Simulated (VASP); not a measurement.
# Cl2 in VASP: a series of runs, part 2 of 2

VASP 6.6.1.

### Step 4. Single point, RPBE

INCAR reads:

```
SYSTEM = Cl
  PREC = Accurate
  ENCUT = 400
  EDIFF = 1E-6
  ISMEAR = 0
  SIGMA = 0.01
  LREAL = .FALSE.
  LASPH = .TRUE.
  NELM = 80
  ALGO = Fast
  ISIF = 2
  LWAVE = .FALSE.
  LCHARG = .FALSE.
  GGA = RP
  ISYM = 0
```

KPOINTS reads:

```
regular mesh
0
G
  1 1 1
  0 0 0
```

POSCAR reads:

```
Cl                                      
1.0
   12.2435518912      0.0000000000      0.0000000000
    0.0000000000     12.7435518912      0.0000000000
    0.0000000000      0.0000000000     13.2435518912
  Cl            
     2
Selective dynamics
Direct
     0.5070694910999975    0.4647347348999986    0.5658264453999990   F   F   F
     0.4930923196144288    0.5422085986833837    0.4356922929697721   T   T   T
```

Potentials or basis: VASP PAW PBE potentials, release 64 (Cl).

On the command line:

```console
$ cat potpaw_PBE.64/Cl/POTCAR > POTCAR
$ mpirun -np 4 vasp_gam > vasp.out
```

OUTCAR:

```text
SYSTEM = Cl
   PREC = Accurate
   ENCUT = 400
   EDIFF = 1E-6
   ISMEAR = 0
   LREAL = .FALSE.
   LASPH = .TRUE.
   NELM = 80
   ISIF = 2
   GGA = RP
   ISYM = 0

 ion  position               nearest neighbor table
   1  0.507  0.465  0.566-   2 1.99
   2  0.493  0.542  0.436-   1 1.99

IMPORTANT INFORMATION: All symmetrisations will be switched off!
NOSYMM: (Re-)initialisation of all symmetry stuff for point group C_1.

----------------------------------------------------------------------------------------

                                     Primitive cell

  volume of cell :    2066.3429

  direct lattice vectors                    reciprocal lattice vectors
    12.243551891  0.000000000  0.000000000     0.081675645  0.000000000  0.000000000
     0.000000000 12.743551891  0.000000000     0.000000000  0.078471058  0.000000000
     0.000000000  0.000000000 13.243551891     0.000000000  0.000000000  0.075508444

  length of vectors
    12.243551891 12.743551891 13.243551891     0.081675645  0.078471058  0.075508444

  position of ions in fractional coordinates (direct lattice)
     0.507069491  0.464734735  0.565826445
     0.493092320  0.542208599  0.435692293

  ion indices of the primitive-cell ions
   primitive index   ion index
                 1           1
                 2           2

----------------------------------------------------------------------------------------

 KPOINTS: regular mesh

Automatic generation of k-mesh.
 Grid dimensions read from file:
 generate k-points for:    1    1    1

 Generating k-lattice:

  Cartesian coordinates                     Fractional coordinates (reciprocal lattice)
     0.081675645  0.000000000  0.000000000     1.000000000  0.000000000  0.000000000
     0.000000000  0.078471058  0.000000000     0.000000000  1.000000000  0.000000000
[... 51 lines left out ...]
   IALGO  =     68    algorithm
   IMIX   =      4    mixing-type and parameters
     AMIX     =   0.40;   BMIX     =  1.00
     AMIX_MAG =   1.60;   BMIX_MAG =  1.00
  volume/ion in A,a.u.               =    1033.17      6972.19
  Fermi-wavevector in a.u.,A,eV,Ry     =   0.309778  0.585395  1.305645  0.095962
  Thomas-Fermi vector in A             =   1.186804
   LORBIT       =      0    0 simple, 1 ext, 2 COOP (PROOUT), +10 PAW based schemes
   GGA     = RP    functional components
   LHFCALC =     F    Hartree Fock is set to
   AEXX    =    0.0000 exact exchange contribution
   IVDW    =     0    specifies the selected vdW correction
   LEPSILON=     F    determine dielectric tensor
   LRPA    =     F    only Hartree local field effects (RPA)
 non-spin polarized calculation
 RMM-DIIS sequential band-by-band and
 Gauss-broadening in eV      SIGMA  =   0.01
  energy-cutoff  :      400.00
  volume of cell :     2066.34
 maximum number of plane-waves:     18715
 NGX is ok and might be reduce to    80
   NGX = 39   NGY = 41   NGZ = 43

 number of electron      13.9999992 magnetization

 Free energy of the ion-electron system (eV)
  ---------------------------------------------------
  ext. energy  EPLUGINS =         0.00000000
  ---------------------------------------------------
  free energy    TOTEN  =        -3.41171189 eV

  energy without entropy =       -3.41171189  energy(sigma->0) =       -3.41171189

 E-fermi :  -6.9881     XC(G=0):  -0.4983

 val. band max:       -7.0959098573   @ k =   0.0000   0.0000   0.0000
 cond. band min:      -3.9992827292   @ k =   0.0000   0.0000   0.0000
 fundamental gap:      3.0966271280
 Fermi energy:        -6.9880747840

 k-point     1 :       0.0000    0.0000    0.0000
  band No.  band energies     occupation
      1     -23.3340      2.00000
      2     -19.0967      2.00000
      3     -11.7519      2.00000
      4      -9.7469      2.00000
      5      -9.7467      2.00000
      6      -7.0961      2.00000
      7      -7.0959      2.00000
      8      -3.9993      0.00000
      9      -0.3996      0.00000
     10       0.5346      0.00000
     11       0.5985      0.00000
     12       0.6835      0.00000

------------------------ aborting loop because EDIFF is reached ----------------------------------------

  FORCE on cell =-STRESS in cart. coord.  units (eV):
  Direction    XX          YY          ZZ          XY          YZ          ZX
  --------------------------------------------------------------------------------------
  -------------------------------------------------------------------------------------
  Total       -0.0217700      0.0470226      0.1944146     -0.0124692     -0.1255799      0.0216807
  in kB       -0.0168798      0.0364599      0.1507430     -0.0096683     -0.0973707      0.0168105
  external PRESSURE =       0.0567744 kB  Pullay stress =       0.0000000 kB

 VOLUME and BASIS-vectors are now :
 -----------------------------------------------------------------------------
  energy-cutoff  :      400.00
  volume of cell :     2066.34
      direct lattice vectors                 reciprocal lattice vectors
    12.243551891  0.000000000  0.000000000     0.081675645  0.000000000  0.000000000
     0.000000000 12.743551891  0.000000000     0.000000000  0.078471058  0.000000000
     0.000000000  0.000000000 13.243551891     0.000000000  0.000000000  0.075508444

 POSITION                                       TOTAL-FORCE (eV/Angst)
 -----------------------------------------------------------------------------------
      6.20833      5.92237      7.49355         0.013236     -0.074477      0.129718
      6.03720      6.90966      5.77011        -0.013236      0.074477     -0.129718
 -----------------------------------------------------------------------------------
    total drift:                               -0.000142      0.000345      0.000264

  FREE ENERGIE OF THE ION-ELECTRON SYSTEM (eV)
  ---------------------------------------------------
  free  energy   TOTEN  =        -3.4117118867 eV

  energy  without entropy=       -3.4117118867  energy(sigma->0) =       -3.41171189
```

OSZICAR:

```text
N       E                     dE             d eps       ncg     rms          rms(c)
DAV:   1     0.154692688528E+03    0.15469E+03   -0.24458E+03    24   0.506E+02
DAV:   2     0.495639075453E+02   -0.10513E+03   -0.10382E+03    44   0.639E+01
DAV:   3    -0.451450408896E+00   -0.50015E+02   -0.49941E+02    40   0.849E+01
[... 13 lines left out ...]
RMM:  17    -0.341169385217E+01   -0.62819E-04   -0.41394E-06    30   0.986E-03    0.192E-03
RMM:  18    -0.341169809911E+01   -0.42469E-05   -0.86443E-07    25   0.418E-03    0.932E-04
RMM:  19    -0.341170891072E+01   -0.10812E-04   -0.80007E-07    26   0.461E-03    0.153E-03
RMM:  20    -0.341171094008E+01   -0.20294E-05   -0.24790E-07    25   0.292E-03    0.355E-04
RMM:  21    -0.341171188667E+01   -0.94659E-06   -0.65840E-08    20   0.163E-03
   1 F= -.34117119E+01 E0= -.34117119E+01  d E =-.299245E-52
```

stdout:

```text
POSCAR found type information on POSCAR Cl
 POSCAR found :  1 types and       2 ions
 scaLAPACK will be used
 -----------------------------------------------------------------------------
|                                                                             |
|                                                                             |
|     You enforced a specific xc type in the INCAR file but a different       |
|     I HOPE YOU KNOW WHAT YOU ARE DOING!                                     |
|                                                                             |
 -----------------------------------------------------------------------------

 LDA part: xc-table for (Slater+PW92), standard interpolation
 POSCAR, INCAR and KPOINTS ok, starting setup
 FFT: planning ... GRIDC
 FFT: planning ... GRID_SOFT
 FFT: planning ... GRID
 WAVECAR not read
 entering main loop
```

Wall time 16 s (4 MPI ranks of Intel Xeon Platinum 8488C (Sapphire Rapids), shared host); peak memory 0.39 GiB.

Results:

```
Free energy                     : -3.4117 eV
Largest force                   : 0.150 eV/Å
Gap between the frontier levels : 3.10 eV
```

Forces in eV/Å, atoms in the order of the input:
```
Cl   0.013 -0.074  0.130
Cl  -0.013  0.074 -0.130
```

Caveat: the PAW data sets were made with another functional, which shifts forces and pressure a little.

### Step 5. Single point, RPBE+D3(BJ)

INCAR: that of step 4 with these lines changed.

```diff
@@ -14,2 +14,3 @@
   GGA = RP
+  IVDW = 12
   ISYM = 0
```

KPOINTS is that of step 4.

POSCAR is that of step 4.

On the command line:

```console
$ cat potpaw_PBE.64/Cl/POTCAR > POTCAR
$ mpirun -np 4 vasp_gam > vasp.out
```

It took 22 s on 4 MPI ranks of Intel Xeon Platinum 8488C (Sapphire Rapids), shared host; peak memory 0.39 GiB.

Results (log left out):

| Item | Value |
| --- | --- |
| Free energy | -3.6741 eV |
| Largest force | 0.064 eV/Å |
| Gap between the frontier levels | 3.10 eV |
| Dispersion energy per atom | -0.131 eV |

Forces in eV/Å, atoms in the order of the input:
```
Cl   0.006 -0.032  0.055
Cl  -0.006  0.032 -0.055
```

Levels at points of the mesh, in eV from the valence-band top:
```csv
k point,band 4,band 5,band 6,band 7,band 8,band 9,band 10,band 11
"(0.00, 0.00, 0.00)",-2.65,-2.65,0.00,0.00,3.10,6.70,7.63,7.69
```

Caveat: the PAW data sets were made with another functional, which shifts forces and pressure a little.

### Step 6. The runs side by side

```tsv
task	level	cell	atoms held fixed (from 0)	gap on the mesh (eV)	largest force (eV/Å)
relaxation of the atoms	PBE+D3(BJ)	atoms relaxed	[0]	3.06	-
single point	PBE	as given	-	3.06	-
single point	RPBE	as given	-	3.10	0.15
single point	RPBE+D3(BJ)	as given	-	3.10	0.06
```

Alike in all rows: potentials or basis VASP PAW PBE potentials, release 64 (Cl); no spin polarisation; k mesh 1 × 1 × 1; cutoff (eV) 400; smearing gaussian 0.01 eV.

On the cell as given the gap runs from 3.06 eV (PBE) to 3.10 eV (RPBE).

Caveats: the PAW data sets were made with another functional, which shifts forces and pressure a little (some runs).

Absolute energies hang on the potentials; compare differences alone.
